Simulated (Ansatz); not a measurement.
# Resistance of the hcp Ru(0001) / fcc Ir(111) interface

How much resistance does one hcp Ru(0001) / fcc Ir(111) interface add to a current across the layers?

Main program and level: Ansatz 0.2.0; Ansatz plane-wave DFT, PBE, PAW files; ballistic transport by layer matching (Landauer), zero bias; PAW set soft_1, in the first sound run; inputs show where later runs differ.

**1. Starting point**

The cell holds 21 atoms: 12 Ru and 9 Ir. Cell: a = 2.710 Å, b = 2.710 Å, c = 45.622 Å, α = 90.0°, β = 90.0°, γ = 120.0°. It derives from Ru and Ir. Regions: Ru, 12 atoms (12 Ru); Ir, 9 atoms (9 Ir). The structure's axis is c.

**2. Transmission: PBE**

Both metals share one in-plane lattice, the mean of the two, each at its own atomic volume. The two leads are named in the middle of each metal, so that only one of the cell's two interfaces is crossed. The mesh across the current, 52×52, is finer than the density's, because channels open and close sharply across the zone. Energies from -0.27 to 0.27 eV in steps of 0.036 eV cover the slope of the Fermi function at 300 K, so the program can form a conductance.

The input, input.yaml:

```yaml
crystal:
  lattice:
    - [2.7103328878, 0.0, 0.0]
    - [-1.3551664439, 2.3472171336, 0.0]
    - [0.0, 0.0, 45.6224312613]
  atoms:
    - { symbol: Ru, position: [0.0, 0.0, 0.0219190423] }
    - { symbol: Ru, position: [0.3333333333, 0.6666666667, 0.0686897794] }
    - { symbol: Ru, position: [0.0, 0.0, 0.1154605165] }
    - { symbol: Ru, position: [0.3333333333, 0.6666666667, 0.1622312536] }
    - { symbol: Ru, position: [0.0, 0.0, 0.2090019907] }
    - { symbol: Ru, position: [0.3333333333, 0.6666666667, 0.2557727277] }
    - { symbol: Ru, position: [0.0, 0.0, 0.3025434648] }
    - { symbol: Ru, position: [0.3333333333, 0.6666666667, 0.3493142019] }
    - { symbol: Ru, position: [0.0, 0.0, 0.396084939] }
    - { symbol: Ru, position: [0.3333333333, 0.6666666667, 0.4428556761] }
    - { symbol: Ru, position: [0.0, 0.0, 0.4896264132] }
    - { symbol: Ru, position: [0.3333333333, 0.6666666667, 0.5363971503] }
    - { symbol: Ir, position: [0.6666666667, 0.3333333333, 0.584157583] }
    - { symbol: Ir, position: [0.0, 0.0, 0.6329077113] }
    - { symbol: Ir, position: [0.3333333333, 0.6666666667, 0.6816578396] }
    - { symbol: Ir, position: [0.6666666667, 0.3333333333, 0.730407968] }
    - { symbol: Ir, position: [0.0, 0.0, 0.7791580963] }
    - { symbol: Ir, position: [0.3333333333, 0.6666666667, 0.8279082246] }
    - { symbol: Ir, position: [0.6666666667, 0.3333333333, 0.8766583529] }
    - { symbol: Ir, position: [0.0, 0.0, 0.9254084813] }
    - { symbol: Ir, position: [0.3333333333, 0.6666666667, 0.9741586096] }
kpoints:
  mp_grid: { grid: [16, 16, 1] }
hamiltonian:
  xc: pbe
  pseudopotentials: { kind: paw, azcp: { folder: soft_1 } }
scf:
  occupations: { method: fermi_dirac, width: 0.1 }
output:
  transmission:
    leads: [[5, 7], [15, 16]]
    kmesh: [52, 52]
    e_range: [-0.27, 0.27]
    de: 0.036
  write_potential: true
  write_density: true
  volumetric_format: npy
  elf: true
```

On the command line:

```bash
ansatz run input.yaml --threads 4 --pin off --max-ram 15360MiB --backend cpu --events-out ev --progress --plain --runs-dir out
```

Numbers of over 12 decimals in the logs are rounded to 6 here.

The log of the run:

```text
Engine: ansatz 0.2.0, aarch64-unknown-linux-gnu
Pseudopotentials: kind: paw
Pseudopotential: Ru, paw, valence charge 16, recommended cutoff 420 eV (normal), soft_1/Ru.paw.azcp
Pseudopotential: Ir, paw, valence charge 17, recommended cutoff 420 eV (normal), soft_1/Ir.paw.azcp
Functional definition: PBE
  parameter kappa = 0.804
  parameter beta = 0.066725
  exchange = pbe_x(kappa = kappa, mu = beta*pi^2/3)
  correlation = pbe_c(beta = beta)
Crystal: 21 atoms, lattice volume = 290.238 Å³
Basis set: ecut = 420 eV, 5751 PW (Γ)
Bands: 207, of which v1, the nominal top of the filled ones, is band 173 counted from 1 (172 counted from 0)
Symmetry: 6 space group operations
Space group: P3m1 (ITA 156), of the structure as read, at distance tolerance 6.6e-5 Å
k-points: 30 of 256 (time reversal used)
Non-local potential: Ru, projectors of the file, l = 0: 3, l = 1: 2, l = 2: 2, l = 3: 1
Non-local potential: Ir, projectors of the file, l = 0: 3, l = 1: 2, l = 2: 2, l = 3: 1
PAW form: soft (Blöchl's): semilocal exchange-correlation on the pseudo side does not see the compensation charge
PAW one-centre angular grid: Ru, 590 points (default); XC on 64 Gauss nodes
PAW one-centre angular grid: Ir, 590 points (default); XC on 64 Gauss nodes
Initial density: superposition of atomic densities (chi_scale 0.1, normalization cell)
Initial wavefunctions: pseudopotential atomic-orbital guess
Functional: x = pbe(κ = 0.804, μ = 0.219515), c = pbe(β = 0.066725)
SCF iter   1: F=—  HF=-177984.993309 eV  |F-HF|=—  |Δ(HF+E_count)|=         —  Δρ=1.01e-1  dr2=3.94e1  ethr=3.10e-3  ⟨swp⟩=5.0  Hψ=19257  notcnv=0  defer=48
preconditioner: auto → Kerker (q_TF=auto, 2.808 Å⁻¹)  [metal: Δε(μ)=0.008 eV  Ē_g=6.016 eV  σ=0.100 eV  W_gap=0.02  n_scr=118 (ndim 8)  ℏωp=29.0 eV  f_vac=0.000  D(μ)=17.48/eV (n_scr^D=220)]
SCF iter   2: F=—  HF=-177978.531432 eV  |F-HF|=—  |Δ(HF+E_count)|=    6.46e0  Δρ=5.00e-2  dr2=3.44e1  ethr=3.10e-3  ⟨swp⟩=2.0  Hψ=10349  notcnv=0  defer=109
SCF iter   3: F=—  HF=-177976.676605 eV  |F-HF|=—  |Δ(HF+E_count)|=    1.85e0  Δρ=1.84e-2  dr2=3.84e1  ethr=3.10e-3  ⟨swp⟩=2.1  Hψ=9220  notcnv=0  defer=109
SCF iter   4: F=—  HF=-177976.457881 eV  |F-HF|=—  |Δ(HF+E_count)|=   2.19e-1  Δρ=5.04e-3  dr2=5.53e-1  ethr=3.10e-3  ⟨swp⟩=1.7  Hψ=6873  notcnv=0  defer=110
SCF iter   5: F=—  HF=-177976.449314 eV  |F-HF|=—  |Δ(HF+E_count)|=   8.57e-3  Δρ=7.41e-4  dr2=4.37e-2  ethr=1.60e-4  ⟨swp⟩=1.1  Hψ=6471  notcnv=0  defer=120
SCF iter   6: F=—  HF=-177976.449188 eV  |F-HF|=—  |Δ(HF+E_count)|=   1.26e-4  Δρ=2.78e-4  dr2=1.37e-2  ethr=1.27e-5  ⟨swp⟩=1.0  Hψ=6079  notcnv=0  defer=120
SCF iter   7: F=—  HF=-177976.449125 eV  |F-HF|=—  |Δ(HF+E_count)|=   6.30e-5  Δρ=5.93e-5  dr2=5.82e-4  ethr=3.98e-6  ⟨swp⟩=1.0  Hψ=6079  notcnv=0  defer=120
SCF iter   8: F=—  HF=-177976.449121 eV  |F-HF|=—  |Δ(HF+E_count)|=   4.34e-6  Δρ=3.61e-5  dr2=1.38e-4  ethr=1.69e-7  ⟨swp⟩=1.0  Hψ=6080  notcnv=0  defer=120
SCF iter   9: F=—  HF=-177976.449106 eV  |F-HF|=—  |Δ(HF+E_count)|=   1.46e-5  Δρ=4.58e-6  dr2=2.51e-6  ethr=4.01e-8  ⟨swp⟩=1.0  Hψ=6079  notcnv=0  defer=120
SCF iter  10: F=—  HF=-177976.449538 eV  |F-HF|=—  |Δ(HF+E_count)|=   4.32e-4  Δρ=1.30e-6  dr2=1.37e-7  ethr=7.28e-10  ⟨swp⟩=1.0  Hψ=6079  notcnv=0  defer=120
SCF iter  11: F=-177976.449538 eV  HF=-177976.449538 eV  |F-HF|=7.16e-9  |Δ(HF+E_count)|=  2.04e-10  Δρ=3.62e-7  dr2=7.38e-9  ethr=2.90e-11  ⟨swp⟩=6.3  Hψ=9278  notcnv=0
SCF 1 converged in 11 iterations: F = -177976.449538 eV  dr2 = 7.38e-9
  greatest PAW one-centre occupation: 1.000 electrons in one spin orbital (limit 2), on the Ir atom at site 12 (counted from 0), in its partial waves of l = 0
transmission: 1262 of 12600 steps passed
transmission: 2520 of 12600 steps passed
[...]
transmission: 12600 of 12600 steps passed
SCF converged after 11 iterations
Free energy (F): -177976.449538 eV
Harris-Foulkes:  -177976.449538 eV  (|F-HF|=7.16e-9)
Internal energy: -177975.827689 eV  (E = F + TS)
E sigma→0 (E₀):  -177976.138614 eV
Entropy (-TS):   -0.621849 eV (-29.612 meV/atom)
Fermi energy:    24.421182 eV
--- Per-component energies (eV) ---
  E_band       = -1424.727422
  E_kinetic    = 10389.343357
  E_local      = -25414.457537  (includes V_loc(G=0)·N_el)
  E_nonlocal   = 6658.390882
  E_hartree    = 8897.618651
  E_xc         = -4117.196312
  E_vxc        = -4896.901660  (∫ρ·V_xc dr)
  E_paw        = -125404.304875  (= ΣΔE_a)
  E_vpaw       = -5956.350995  (= ΣTr[D̂ρ^β])
  E_aug_tail   = 0.010650  (compensation charges beyond the density's cutoff)
  E_ewald      = -48985.232505
  E_smearing   = -0.621849  (= −TS)
  E_closure    = -0.000000  (closes the sum)
  Σ components = -177976.449538   (vs F -177976.449538, Δ=0.00e0)
--- Band table (eV; the first three rows and the last of 30) ---
  k-point 0: bands = [... 169 lower, 23.1468, 23.1822, 23.1822, 23.2588, 23.2588, 23.3376, 23.3376, 23.4932, ... 30 higher]
  k-point 1: bands = [... 169 lower, 23.0409, 23.1133, 23.1240, 23.2276, 23.2852, 23.3055, 23.3781, 23.3975, ... 30 higher]
  k-point 2: bands = [... 169 lower, 22.8041, 22.8898, 22.9660, 22.9805, 22.9972, 23.1399, 23.2649, 23.2988, ... 30 higher]
  k-point 29: bands = [... 169 lower, 24.8063, 24.8780, 24.9758, 24.9943, 25.1468, 25.1877, 25.2299, 25.2651, ... 30 higher]
--- Transmission ---
  basis      : 55 plane waves across, 50 finite elements along
  points     : 252, standing for a mesh of 52 x 52
  filling    : by the input's occupations and mesh, since the crystals that have channels conduct as metals do. If one of these is a semiconductor, that mesh has misplaced its level
  energies   : 16 from -0.270000 to 0.270000 eV about the Fermi level, 0.036000 eV apart; the leads are filled to 0.000000 eV, and channels, transmission and decay are at 0.018000 eV
  crystal 0  : Ru2, at the sites [5, 7], period 4.2676 Å, over 25.61 Å; its Hamiltonian steps by up to 3.5 meV
    offset         : up to 0.0000 Å between an atom of the period and one for which it stands
    filled         : 10.9 meV over the level at which it is neutral
    channels       : 1.380178e0 a spin
    conductance    : 1.6863e15 S/m² at 300 K; may be off by some 0.0 % by where its bands' edges are placed, 2.7 % from the k-mesh, 0.4 % from the distance to neutral
    slowest decay  : 0.0408 /Å at (0.3077, 0.0000)
  crystal 1  : Ir1, at the sites [15, 16], period 2.2241 Å, over 20.02 Å; its Hamiltonian steps by up to 1.6 meV
    offset         : up to 0.0000 Å between an atom of the period and one for which it stands
    filled         : 2.2 meV over the level at which it is neutral
    channels       : 1.591716e0 a spin
    conductance    : 1.9298e15 S/m² at 300 K; may be off by some 0.0 % by where its bands' edges are placed, 1.9 % from the k-mesh, 0.0 % from the distance to neutral
    slowest decay  : 0.0305 /Å at (0.4038, 0.1538)
  junction   : crystal 0 to crystal 1, 13.43 to 33.74 Å
    transmission   : 9.133679e-1 a spin
    conductance    : 1.1133e15 S/m² at 300 K (1.0691e15 on every other point, 1.1128e15 on every other energy)
    error estimate : 0.0 % from the energy spacing and 0.3 % from band edges of the leads and from resonances (wavevectors taken as independent; lower de), 2.4 % from the k-mesh, 1.0 % from the steps of its leads' Hamiltonians or their offsets (lay more layers), 0.0 % from the distance to neutral
    resistance     : 3.4261e-4 Ω µm² beyond half of each lead's own
```

Wall time 4.9 min (4 threads of Arm Neoverse V2, shared host); peak memory 2.2 GiB.

Numbers from this step:

| Quantity | Value |
| --- | --- |
| free energy | -177976.4495 eV |
| energy at zero smearing | -177976.1386 eV |
| Fermi energy | 24.42 eV |
| cell area | 6.362 Å² |
| step of the lead's potential | 3.5 meV |
| ballistic conductance of the lead | 1.69e15 S/m² |
| estimated errors of the lead's conductance | 0, 2.7, 0.4 % (band edges, k-mesh, distance from neutral) |
| lead conductance per cell | 1.385 G₀ |
| step of the upper lead's potential | 1.6 meV |
| ballistic conductance of the upper lead | 1.93e15 S/m² |
| conductance of the junction | 1.11e15 S/m² |
| junction conductance per cell | 0.9141 G₀ |
| estimated errors of the junction's conductance | 0, 0.3, 2.4, 1, 0 % (energy step, band edges, k-mesh, leads' steps, distance from neutral) |
| area resistance that the stack adds (contact term taken off, spin by spin) | 0.3426 fΩ m² |

Per spin. Table of transmission, zone mean by energy, zero at the Fermi level:

| energy (eV) | transmission, zone mean |
| --- | --- |
| -0.270 | 0.904 |
| -0.234 | 0.904 |
| -0.198 | 0.901 |
| -0.162 | 0.899 |
| -0.126 | 0.898 |
| -0.090 | 0.897 |
| -0.054 | 0.922 |
| -0.018 | 0.918 |
| 0.018 | 0.913 |
| 0.054 | 0.912 |
| 0.090 | 0.912 |
| 0.126 | 0.920 |
| 0.162 | 0.936 |
| 0.198 | 0.934 |
| 0.234 | 0.934 |
| 0.270 | 0.931 |

Per spin. Open channels, zone mean against energy, zero at the Fermi level:

| energy (eV) | lead | upper lead |
| --- | --- | --- |
| -0.270 | 1.48 | 1.54 |
| -0.234 | 1.45 | 1.54 |
| -0.198 | 1.41 | 1.51 |
| -0.162 | 1.39 | 1.52 |
| -0.126 | 1.39 | 1.53 |
| -0.090 | 1.37 | 1.55 |
| -0.054 | 1.42 | 1.59 |
| -0.018 | 1.41 | 1.59 |
| 0.018 | 1.38 | 1.59 |
| 0.054 | 1.35 | 1.61 |
| 0.090 | 1.33 | 1.63 |
| 0.126 | 1.36 | 1.65 |
| 0.162 | 1.36 | 1.64 |
| 0.198 | 1.35 | 1.63 |
| 0.234 | 1.33 | 1.64 |
| 0.270 | 1.34 | 1.66 |

Transmission over k1 and k2. At -0.0180 eV from the Fermi level (the log's summary may quote the solved energy on the other side of it).

Ten even steps from '_' (0.00) to '@' (1.97), each cell a mean:
```
@@@@@@====::..______..--==**@@@@@@**==::....::::::....--++%%
**%%%%++====..________..====**%%%%++==::____..::::..__..::==
--==++++++==..__________..==++++++====::______......______::
::--====--..::----------------::======::..........__........
::____..__--##%%%%####**##%%%%##==....__..::::::........::::
..________--%%@@@@@@%%%%%%@@@@@@%%++..______..::::..____..::
::________--##%%@@@@@@@@@@@@@@@@@@%%**::________::..______..
::..______--##**@@@@@@@@@@@@@@@@@@@@##**==______..::::::::::
====--..__--####%%@@@@@@@@%%@@@@@@@@@@####++..__--====--====
%%++==++::==##%%@@@@@@@@%%%%%%%%%%@@@@@@@@%%##::--====++%%%%
@@@@%%++--::##@@@@@@@@@@%%%%%%%%%%%%@@@@@@@@@@%%::--++##@@@@
@@@@@@++++----%%@@@@@@@@@@%%%%%%%%%%@@@@@@@@@@@@**::++++##@@
****++======..::**%%%%@@@@@@@@%%%%%%@@@@@@@@%%%%**..::====++
------------..__..==####@@@@@@@@@@@@@@@@@@@@%%**++..__..::--
......__......______--**##@@@@@@@@@@@@@@@@@@%%##++..______..
::..______..::________::**%%@@@@@@@@@@@@@@@@@@%%**..________
::::....__..::::..________==%%@@@@%%######%%@@@@**..________
::::::........::::::....------==****************--..----....
::..________....__....--====++----..____________::--++++==--
--::______......____..--==++**++++==..__________--==++++++==
##==--..__..::::..__..--==%%@@@@**====..________..====##@@@@
@@%%++--::::::::::::..--==%%@@@@@@++==::::......::::==++@@@@
```
Columns: k1 (b1) from -0.5 to 0.481; rows upwards: k2 (b2) from -0.5 to 0.481.

Open channels over k1 and k2. At -0.0180 eV from the Fermi level (the log's summary may quote the solved energy on the other side of it).

Ten even steps from '0' (0.00) to '9' (3.00), each cell a mean:
```
999633322133489999333333333359
899943300002359999333333333334
347953100000025884333333333333
333333222222224333333333333333
322103677777777631122233333333
400002766666666674000033333333
300002766666666667510001333333
331002766666666666762001333333
433102766666666666667410233444
985412766666688866666762236999
999933666666699997666667338999
999963367666668997666667534899
777633115766666776666667411346
333333200376666666666667410233
333333300026766666666667410013
333333320001576666666667410002
333333333000037666666667410002
333333333333224555555555332333
333333333333335331000000334533
333333333333499963100000239996
953333333333599994320001335999
996333333333599998333243333799
```
Columns: k1 (b1) from -0.5 to 0.481; rows upwards: k2 (b2) from -0.5 to 0.481.

Valence density in the ca plane at fractional y = 0.667, with atoms of Ru and Ir within 0.2 Å of it. It is the smooth field of the valence electrons, not physical close to the nuclei.

Values in units of 1e0 e/Å³, 5 rows by 16 columns, each cell a mean:
```
1.5 0.5 0.4 0.3 1.2 0.9 0.4 0.4 0.7 1.5 0.6 1.7 0.5 0.5 0.4 1.3
0.9 0.5 1.2 0.6 0.7 0.6 0.8 1.0 0.6 1.0 0.4 1.1 0.4 1.3 0.6 0.9
0.4 0.5 5.9 2.7 0.4 0.4 3.8 4.9 0.4 0.4 0.2 0.4 0.6 6.0 2.3 0.4
0.3 0.5 7.4 3.3 0.3 0.3 4.8 6.1 0.4 0.3 0.2 0.4 0.7 7.2 2.9 0.4
0.7 0.4 2.2 1.0 0.6 0.5 1.4 1.8 0.5 0.7 0.4 0.8 0.5 2.5 1.0 0.6
```
Columns run along c (16.0 Å, from fractional 0.38 to 0.74 of the cell), rows up along a (2.7 Å). Atoms in or near the plane, at fractional coordinates: Ru at (0.44, 0.33), Ru at (0.54, 0.33), Ir at (0.68, 0.33).

ELF in the ca plane at fractional y = 0.667, with atoms of Ru and Ir within 0.2 Å of it. It is the smooth field of the valence electrons, not physical close to the nuclei.

Ten even steps from '0' (0.16) to '9' (0.59), each cell a mean:
```
36521222222146412222223356433346632233322246
36521222222146412222223356433346632233322256
23322235422223222245312344322234323245533234
21122389952321232489842323211122233489963322
32332598972332332798961333200023332597873233
32332598972332332798961333200023332597873233
22222489952322232599842322211123233489963322
23322245422223222245412234322234323346533223
```
Columns run along c (16.0 Å, from fractional 0.38 to 0.74 of the cell), rows up along a (2.7 Å). Atoms in or near the plane, at fractional coordinates: Ru at (0.44, 0.33), Ru at (0.54, 0.33), Ir at (0.68, 0.33).

Electrostatic potential energy in the ca plane at fractional y = 0.667, with atoms of Ru and Ir within 0.2 Å of it. With pseudopotentials it is smooth inside the atoms' cores, unlike the true potential.

Ten even steps from '0' (-58 eV) to '9' (25 eV), each cell a mean:
```
76689999999976789999999865789875689999999976
76689999999976799999999865689875689999999975
87899976799987899976799987899987899976789987
99999731269999999731379999999999999742369999
99999500038999999400059999999999999620048999
99999500038999999400059999999999999620048999
99999731269999999621379999999999999742258999
87899976789987899876799987899987899976689987
```
Columns run along c (16.0 Å, from fractional 0.38 to 0.74 of the cell; values clipped at the 3rd and 97th percentile), rows up along a (2.7 Å). Atoms in or near the plane, at fractional coordinates: Ru at (0.44, 0.33), Ru at (0.54, 0.33), Ir at (0.68, 0.33).

The larger of the two leads' potential steps is 3.5 meV from period to period, small in itself. The program estimates the junction's conductance to 2.4 % from the k-mesh, 0 % from the leads' distance from neutral and 1 % from their steps.

**3. Resistance: PBE**

This step: Ansatz plane-wave DFT, PBE, PAW files; ballistic transport by layer matching (Landauer), zero bias; specific resistance of one interface, 1/T less the mean of the leads' 1/N; PAW set soft_1 (Ansatz 0.2.0).

Numbers from this step:

```yaml
area_resistance: 0.3427 fΩ m²
t_over_the_leads_mean_channel_count: 0.6147
twice_the_interface_resistance_2ar_or_2ar_star_for_magnets: 0.6853 fΩ m²
```

Twice the interface resistance is 0.685 fΩ m² here.

By hand, with T and the leads' channels N averaged over the energies near the Fermi level: RA = A (h/2e²)(1/T − ½[1/N₁ + 1/N₂]) = 6.362×10⁻²⁰ m² × 12 906 Ω × (1/0.9164 − ½[1/1.390 + 1/1.592]) = 0.343 fΩ m².

**4. Transmission: PBE, coarse mesh, least span asked of the mesh across the current 40 Å**

The same cell on a mesh a third as fine shows what a quick run would give. To save time only the energies from -0.06 to 0.06 eV are solved. The mesh is 18×18 and the cutoff, the files' own for this level, 420 eV.

This step: Ansatz plane-wave DFT, PBE, PAW files; ballistic transport by layer matching (Landauer), zero bias; PAW set soft_1 (Ansatz 0.2.0).

Changes to input.yaml since step 2:

```diff
@@ -37,5 +37,5 @@
     leads: [[5, 7], [15, 16]]
-    kmesh: [52, 52]
-    e_range: [-0.27, 0.27]
-    de: 0.036
+    kmesh: [18, 18]
+    e_range: [-0.06, 0.06]
+    de: 0.04
   write_potential: true
@@ -43,2 +43 @@
   volumetric_format: npy
-  elf: true
```

The log of the run:

```text
[...]
Crystal: 21 atoms, lattice volume = 290.238 Å³
Basis set: ecut = 420 eV, 5751 PW (Γ)
Bands: 207, of which v1, the nominal top of the filled ones, is band 173 counted from 1 (172 counted from 0)
Symmetry: 6 space group operations
[...]
k-points: 30 of 256 (time reversal used)
[...]
SCF iter   1: F=—  HF=-177984.993309 eV  |F-HF|=—  |Δ(HF+E_count)|=         —  Δρ=1.01e-1  dr2=3.94e1  ethr=3.10e-3  ⟨swp⟩=5.0  Hψ=19257  notcnv=0  defer=48
[...]
SCF iter  11: F=-177976.449538 eV  HF=-177976.449538 eV  |F-HF|=7.16e-9  |Δ(HF+E_count)|=  2.04e-10  Δρ=3.62e-7  dr2=7.38e-9  ethr=2.90e-11  ⟨swp⟩=6.3  Hψ=9278  notcnv=0
SCF 1 converged in 11 iterations: F = -177976.449538 eV  dr2 = 7.38e-9
[...]
transmission: 186 of 1850 steps passed
transmission: 370 of 1850 steps passed
[...]
transmission: 1850 of 1850 steps passed
SCF converged after 11 iterations
Free energy (F): -177976.449538 eV
[...]
Internal energy: -177975.827689 eV  (E = F + TS)
E sigma→0 (E₀):  -177976.138614 eV
Entropy (-TS):   -0.621849 eV (-29.612 meV/atom)
Fermi energy:    24.421182 eV
[...]
--- Band table (eV; the first three rows and the last of 30) ---
  k-point 0: bands = [... 169 lower, 23.1468, 23.1822, 23.1822, 23.2588, 23.2588, 23.3376, 23.3376, 23.4932, ... 30 higher]
  k-point 1: bands = [... 169 lower, 23.0409, 23.1133, 23.1240, 23.2276, 23.2852, 23.3055, 23.3781, 23.3975, ... 30 higher]
  k-point 2: bands = [... 169 lower, 22.8041, 22.8898, 22.9660, 22.9805, 22.9972, 23.1399, 23.2649, 23.2988, ... 30 higher]
  k-point 29: bands = [... 169 lower, 24.8063, 24.8780, 24.9758, 24.9943, 25.1468, 25.1877, 25.2299, 25.2651, ... 30 higher]
--- Transmission ---
  basis      : 55 plane waves across, 50 finite elements along
  points     : 37, standing for a mesh of 18 x 18
[...]
channels       : 1.413580e0 a spin
    conductance    : none, the energies end too early or step too widely for 300 K: set another output.transmission.e_range or a lower de, or, where they end at an eighth of basis.ecutwfc, a higher one
    slowest decay  : 0.0919 /Å at (0.2778, 0.1667)
[...]
channels       : 1.524691e0 a spin
[...]
slowest decay  : 0.0362 /Å at (0.3889, 0.2222)
  junction   : crystal 0 to crystal 1, 13.43 to 33.74 Å
    transmission   : 9.397276e-1 a spin
[...]
```

It took 73 s on 4 threads; peak memory 2.2 GiB; 4.8 min of CPU time.

The run finished; it serves as a test, and its numbers are not taken as the result.

[end of part 1 of 2]

[Logs are printed without paths, hosts, clocks, repeated set-up lines and the standing remarks that a program may print on its own settings, such as how far it seeks lower states.]

[Hosts, paths, dates, database ids (printed as entryN), source tags and the programs' standing remarks are cut or masked in the printed files.]
